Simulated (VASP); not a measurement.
# Ti: electric field gradients, 5 variants

Ti, P6_3/mmc (no. 194), 2 atoms in the cell. PBE, electric field gradients; PAW potentials Ti_sv (PBE set).

| Cell | Vzz of the first element (V/Å²) | Time (s) |
|---|---|---|
| strain = -0.02 | 22.29 | 20 |
| strain = -0.01 | 20.13 | 20 |
| as given | 17.66 | 21 |
| strain = 0.01 | 14.80 | 25 |
| strain = 0.02 | 12.16 | 25 |

## Input of the first row

INCAR:
```
ALGO = Normal ; EDIFF = 1E-7
ENCUT = 450 ; GGA = PE
ISMEAR = 1 ; KPAR = 2
LASPH = T ; LCHARG = F
LEFG = T ; LREAL = F
LWAVE = F ; NELM = 120
PREC = Accurate ; QUAD_EFG = 302
SIGMA = 0.1
```

KPOINTS:
```
k-points
0
Gamma
  17 17 9
```

POSCAR:
```
Ti
1.0
    2.9500000000      0.0000000000      0.0000000000
   -1.4750000000      2.5547749412      0.0000000000
    0.0000000000      0.0000000000      4.5864000000
Ti
2
Direct
    0.6666666667      0.3333333333      0.7500000000
    0.3333333333      0.6666666667      0.2500000000
```

Commands:
```
cat potpaw_PBE.64/Ti_sv/POTCAR > POTCAR
mpirun -np 2 vasp_std > vasp.out
```

VASP 6.6.1 took 20 s on 2 cores (Intel Xeon Platinum 8488C (Sapphire Rapids)), a shared host.
